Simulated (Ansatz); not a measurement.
A run of Ansatz 0.2.0 is set up as follows.

File input:

```
crystal:
  lattice:
    - [0.0, 2.72525, 2.72525]
    - [2.72525, 0.0, 2.72525]
    - [2.72525, 2.72525, 0.0]
  atoms:
    - { symbol: Ga, position: [0.0, 0.0, 0.0] }
    - { symbol: P, position: [0.75, 0.75, 0.75] }
hamiltonian:
  xc: pbe0
  pseudopotentials: { kind: paw }
kpoints:
  mp_grid: { grid: [6, 6, 6] }
  band_path:
    path:
      - [[0.0, 0.0, 0.0], [0.5, 0.0, 0.5], [0.5, 0.25, 0.75], [0.375, 0.375, 0.75], [0.0, 0.0, 0.0], [0.5, 0.5, 0.5], [0.625, 0.25, 0.625], [0.5, 0.25, 0.75], [0.5, 0.5, 0.5], [0.375, 0.375, 0.75]]
      - [[0.625, 0.25, 0.625], [0.5, 0.0, 0.5]]
    npoints: 4
scf:
  occupations: { method: fermi_dirac, width: 0.05 }
  n_extra_bands: 6
output:
  forces: true
  stress: true
  eigenvalues: true
  fatbands: false
  write_density: true
  write_potential: true
  elf: true
  volumetric_format: npy
```

(1) Predict the pressure.

(2) What does it give for the band gap on the k mesh?

(3) Estimate the band gap along the path.

Answers

(1) 0.5 GPa.

(2) 2.96 eV, indirect (least direct gap 3.45 eV).

(3) 2.96 eV, indirect (least direct gap 3.45 eV).

Caveat: the PAW data sets come from PBE, with cores solved anew for the run's functional, which leaves a small shift of forces and pressure; the thresholds are loose for stress.

**What was measured.**

From “Stacking defects in GaP nanowires: Electronic structure and optical properties”, 2018, arxiv:1810.01194, for a bulk crystal of GaP at 10 K: band gap 2.34 eV (indirect).

A measured gap of GaP is 2.34 eV (indirect; 10 K; quoted in “Stacking defects in GaP nanowires: Electronic structure and optical properties”, 2018, arxiv:1810.01194); the calculated 2.96 eV misses it by +0.62 eV. Spin-orbit coupling on Ga is left out. The value is that of PBE0, without temperature or zero-point motion.
